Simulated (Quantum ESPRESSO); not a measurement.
InP:

```
CELL_PARAMETERS angstrom
0.00000 2.93050 2.93050
2.93050 0.00000 2.93050
2.93050 2.93050 0.00000
ATOMIC_POSITIONS crystal
In 0.00000 0.00000 0.00000
P 0.75000 0.75000 0.75000
```

- Program: Quantum ESPRESSO 7.5
- Task: Wannier functions
- Functional: PBE
- Potentials or basis: PseudoDojo 0.4.1 SR PBE standard
- Cutoff: 952 eV
- Density cutoff: 3810 eV
- k mesh: 8 × 8 × 8
- Occupations: fermi-dirac, width 0.05 eV
- Spin: no spin polarisation
- Mixing beta: 0.5
- Most SCF iterations: 120
- SCF threshold: 4e-10 Ry
- k mesh for the Wannier functions: 5 × 5 × 5

Start: SCDM on the occupied bands. The reference level is the Fermi level, or the middle of the gap.

**Question.** With SCDM on the occupied bands, how many functions result, how localised are they, and how well do they interpolate the bands?

**Answer.** 9 functions with spreads from 0.50 to 1.84 Å², 9.9 Å² in all; they miss the direct bands by 43 meV (root mean square).

Wannier functions:
| function | nearest atom | distance (Å) | spread (Å²) | on-site energy from the reference level (eV) |
| --- | --- | --- | --- | --- |
| 1 | 1 In | 0.02 | 0.52 | -14.26 |
| 2 | 1 In | 0.02 | 0.51 | -14.31 |
| 3 | 1 In | 0.02 | 0.52 | -14.26 |
| 4 | 1 In | 0.02 | 0.51 | -14.33 |
| 5 | 1 In | 0.01 | 0.50 | -14.38 |
| 6 | 2 P | 0.88 | 1.84 | -5.23 |
| 7 | 2 P | 0.88 | 1.84 | -5.23 |
| 8 | 2 P | 0.88 | 1.84 | -5.23 |
| 9 | 2 P | 0.88 | 1.84 | -5.23 |

Parts of the spread (Å²): invariant 9.01, diagonal 0.010, off-diagonal 0.91, total 9.94. Against the direct bands the interpolation misses by 43 meV (root mean square) and 343 meV at most, for states up to 1 eV over the reference level.

Caveat: spin-orbit coupling is left out, which moves the levels of the heavy elements; the Wannier minimisation didn't converge.
